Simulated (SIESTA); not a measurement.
Input of a SIESTA 5.4.2 run:

ZrN.fdf

```
SystemName                      ZrN
SystemLabel                     ZrN
NumberOfSpecies                 2
NumberOfAtoms                   2
%block ChemicalSpeciesLabel
  1  40 Zr
  2   7 N
%endblock ChemicalSpeciesLabel

LatticeConstant                 1.0 Ang
%block LatticeVectors
     0.0000000000     2.3000000000     2.3000000000
     2.3000000000     0.0000000000     2.3000000000
     2.3000000000     2.3000000000     0.0000000000
%endblock LatticeVectors
AtomicCoordinatesFormat         Fractional
%block AtomicCoordinatesAndAtomicSpecies
     0.5000000000     0.5000000000     0.5000000000  1  Zr
     0.0000000000     0.0000000000     0.0000000000  2  N
%endblock AtomicCoordinatesAndAtomicSpecies

%block kgrid.MonkhorstPack
   10   0   0  0.0
    0  10   0  0.0
    0   0  10  0.0
%endblock kgrid.MonkhorstPack
XC.Functional                   GGA
XC.Authors                      PBEsol
PAO.BasisSize                   DZP
PAO.EnergyShift                 0.003 Ry
Mesh.Cutoff                     800 Ry
OccupationFunction              FD
ElectronicTemperature           0.05 eV
MaxSCFIterations                120
SCF.MustConverge                false
SCF.Mixer.Method                Pulay
SCF.Mixer.Weight                0.25
SCF.Mixer.History               8
SCF.DM.Tolerance                5.0e-05
SCF.H.Tolerance                 1.0e-03 eV
WriteForces                     true
Charge.Mulliken                 end
%block PAO.Basis
  Zr 5
  n=4 0 2
    3.497 0.000
  n=5 0 2
    8.986 0.000
  n=4 1 2
    4.065 0.000
  n=5 1 1
    8.986
  n=4 2 2
    7.326 0.000
%endblock PAO.Basis
```

Potentials or basis: PseudoDojo 0.4 standard (PBEsol files), DZP (energy shift 0.003 Ry; two zetas on semicore shells).

The run is started by

```console
$ siesta ZrN.fdf > ZrN.out 2>&1
```

Problem. What does it give for the band gap on the k mesh?

Solution. None (metal or under the smearing width).

Problem. What does it give for the pressure?

Solution. -4.1 GPa.

Caveat: the basis of atomic orbitals isn't converged, which shifts pressures, moduli and gaps.
